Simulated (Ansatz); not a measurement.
# SiO2: pressure against volume

The task here is to estimate one member of a computed series from the others.

Method: DFT PBE, scalar-relativistic, in Ansatz 0.2.0.

### The structure to begin with

Symmetry: I-42d, No. 122, tetragonal system. The conventional cell has a = 4.748 Å, b = 4.748 Å, c = 7.488 Å, α = 90.00°, β = 90.00°, γ = 90.00°. Around Si (site symmetry -4) lie 4 O at 1.62 Å. Around O (site symmetry 2) lie 2 Si at 1.62 Å.

Coordinates:

```cif
data_structure
_symmetry_space_group_name_H-M 'P 1'
_symmetry_Int_Tables_number 1
_cell_length_a 5.0289
_cell_length_b 5.0289
_cell_length_c 5.0289
_cell_angle_alpha 123.661
_cell_angle_beta 123.661
_cell_angle_gamma 83.768
_cell_volume 84.41
loop_
_atom_site_label
_atom_site_type_symbol
_atom_site_fract_x
_atom_site_fract_y
_atom_site_fract_z
_atom_site_occupancy
Si1 Si 0.00000 0.00000 0.00000 1
Si2 Si 0.75000 0.25000 0.50000 1
O1 O 0.99838 0.62500 0.87338 1
O2 O 0.37500 0.24838 0.37338 1
O3 O 0.75162 0.12500 0.12662 1
O4 O 0.87500 0.00162 0.62662 1
```

Atoms are numbered in the order of the input: Si1, Si2, O3, O4, O5, O6.

Set-up of the first run:

Contents of input.yaml:

```yaml
crystal:
  lattice:
    - [-2.34196431, 2.34196431, 3.6933992025]
    - [2.34196431, -2.34196431, 3.6933992025]
    - [2.34196431, 2.34196431, -3.6933992025]
  atoms:
    - { symbol: Si, position: [0.0, 0.0, 0.0] }
    - { symbol: Si, position: [0.75, 0.25, 0.5] }
    - { symbol: O, position: [0.99838, 0.625, 0.87338] }
    - { symbol: O, position: [0.375, 0.24838, 0.37338] }
    - { symbol: O, position: [0.75162, 0.125, 0.12662] }
    - { symbol: O, position: [0.875, 0.00162, 0.62662] }
kpoints:
  mp_grid: { grid: [7, 7, 7] }
  band_path:
    path:
      - [0.0, 0.0, 0.0]
      - [0.0, 0.0, 0.5]
      - [0.25, 0.25, 0.25]
      - [0.0, 0.5, 0.0]
      - [0.0, 0.0, 0.0]
      - [0.5, 0.5, -0.5]
      - [0.350518975, 0.649481025, -0.350518975]
      - [-0.350518975, 0.350518975, 0.350518975]
      - [0.0, 0.0, 0.0]
    npoints: 5
scf:
  occupations: { method: fermi_dirac, width: 0.03 }
hamiltonian:
  xc: pbe
  pseudopotentials: { kind: all_electron, lapw: { basis_error: 0.001 } }
output:
  forces: true
  stress: true
  eigenvalues: true
```

Run with:

```sh
$ ansatz run input.yaml --threads 2 --pin off --max-ram 6144MiB --backend cpu --events-out ev --progress --plain --runs-dir out
```

Among the steps run: Volume × 0.96, LAPW; Volume × 0.96, PAW; Volume × 0.96, crystal datasets; Volume × 0.99, LAPW; Volume × 0.99, PAW; Volume × 0.99, crystal datasets; Volume × 1.02, LAPW; Volume × 1.02, PAW; Volume × 1.02, crystal datasets; Volume × 1.06, LAPW; Volume × 1.06, PAW; Volume × 1.06, crystal datasets.

One of the session's tables, all rows but one given; the rest of the session is left out.

```
          method  volume (Å³/atom)  gap on the k mesh (eV)  largest force (eV/Å)
            LAPW            13.505                    6.32                 0.690
            LAPW            13.927                    6.12                 0.262
            LAPW            14.349                    5.91                 0.117
            LAPW            14.912                    5.63                 0.556
             PAW            13.505                       ?                     ?
             PAW            13.927                    6.11                 0.262
             PAW            14.349                    5.91                 0.117
             PAW            14.912                    5.63                 0.555
crystal datasets            13.505                    6.32                 0.691
crystal datasets            13.927                    6.12                 0.262
crystal datasets            14.349                    5.91                 0.117
crystal datasets            14.912                    5.63                 0.555
```

Estimate the missing values for PAW, 13.505.

As computed: gap on the k mesh (eV): 6.31; largest force (eV/Å): 0.690. In the column «gap on the k mesh (eV)» it lies between crystal datasets, 13.927 (6.12) and LAPW, 13.505 (6.32).

To keep in mind: Shape and positions are held, so a fully relaxed modulus can be lower. These are semilocal Kohn-Sham gaps, which aren't the measured quantity. Warnings in the runs' records: crystal datasets made.
